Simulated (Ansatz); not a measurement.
AlAs: holes, doping and thermopower

Plane-wave DFT in Ansatz, PBE, scalar-relativistic PAW potentials, cutoff 420 eV, no spin-orbit coupling; no spin polarisation. AlAs in space group F-43m. Boltzmann transport at 300 K in rigid bands with one relaxation time, bands interpolated from the k mesh 8×8×8; values are means over x, y, z.

| holes (cm⁻³) | size of S (μV/K) | σ/τ (Ω⁻¹ m⁻¹ s⁻¹) |
| --- | --- | --- |
| 10^18 | 580.3 | 5.35e+16 |
| 10^19 | ? | 5.34e+17 |
| 10^20 | 192.9 | 5.29e+18 |
| 10^21 | 55.6 | 4.89e+19 |

Problem. Take the lowest doping as non-degenerate: get the effective density of states and the masses, and predict the missing S.

Solution. For parabolic bands and one τ, |S| = (k_B/e)(5/2 − η) with k_B/e = 86.17 μV/K and n = N e^η. The first row gives η = -4.23, N = 6.90×10¹⁹ cm⁻³ and, from N = 2.509×10¹⁹ cm⁻³ × m_d^(3/2), a density-of-states mass of 1.96 mₑ (all valleys and bands together). σ/τ = ne²/m_c gives a conductivity mass of 0.53 mₑ; m_d is 3.7 times m_c, the sign of several valleys, several bands or anisotropy. A decade of doping costs (k_B/e) ln 10 = 198.4 μV/K, which predicts 382 μV/K; the run gave 382.8. There η is about -1.9, where Fermi statistics begin to count, but their first corrections to η and to the mean carrier energy nearly cancel, so the rule still holds. At 10^21 cm⁻³ the rule would give -15 μV/K against 55.6: the gas is degenerate there. Scattering that depends on energy changes the 5/2, and whether such doping can be reached wasn't computed. Without spin-orbit coupling the split-off band stays at the valence top, so the holes' m_d comes out too large.

Cost: about 2.9 core-minutes for the runs cited, on Arm Neoverse V1 (shared hosts).

Thermopower falls with hole density because the Fermi level moves towards and then into the valence band, so each carrier transports less entropy. The large density-of-states mass beside a much lighter conductivity mass fits the As p-like valence top at Γ. This is a single valley, so the contrast comes from degenerate, warped heavy and light bands: the heavy ones hold most of the carriers, while the light ones contribute more than their share of the conductivity.

σ/τ grows slightly less than in proportion to density, most visibly at 10^21 cm⁻³. Degeneracy alone would not do this in parabolic bands, which suggests that the bands become heavier away from the edge. Among the sampled dopings, S²σ/τ is largest at 10^20 cm⁻³, where the gain in conductivity still outweighs the loss of thermopower. This supports an electronic optimum near that density only if τ is unaffected by doping; stronger ionised-impurity scattering would probably shift it lower.
